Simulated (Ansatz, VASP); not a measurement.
## One calculation of Se, two programs

```
Se
1.0
     3.97612    0.00000    0.00000
    -1.98806    3.44342    0.00000
     0.00000    0.00000    5.65404
Se
3
Direct
  0.24735 0.00000 0.33333
  0.00000 0.24735 0.66667
  0.75265 0.75265 0.00000
```

Alike in both runs: task single point; functional PBE; dispersion D3(BJ); k mesh 12 × 12 × 8; occupations gaussian, width 0.05 eV; no spin polarisation.

```csv
,VASP,Ansatz
version,VASP 6.6.1,Ansatz 0.2.0
potentials or method,"VASP PAW PBE potentials, release 64 (Se)","scalar-relativistic, plane waves, PAW"
plane-wave cutoff (eV),520,420
valence electrons in the cell,18,48
```

```csv
,VASP,Ansatz,Ansatz less VASP
gap on the k mesh at the Fermi level (eV),none,none,-
pressure (GPa),-5.1,-5.2,-0.04
largest component of the traceless stress (GPa),4.96,4.99,+0.028
rms of the force components (eV/Å),0.203,0.208,+0.0050
```

Atom by atom the forces differ by 0.005 eV/Å (rms over components). A gap of «none» marks a metal or a gap that the smearing closes. The two sets of potentials don't hold the same shells in valence.

Caveats: pairwise dispersion overbinds metals, which lowers pressure and volume.
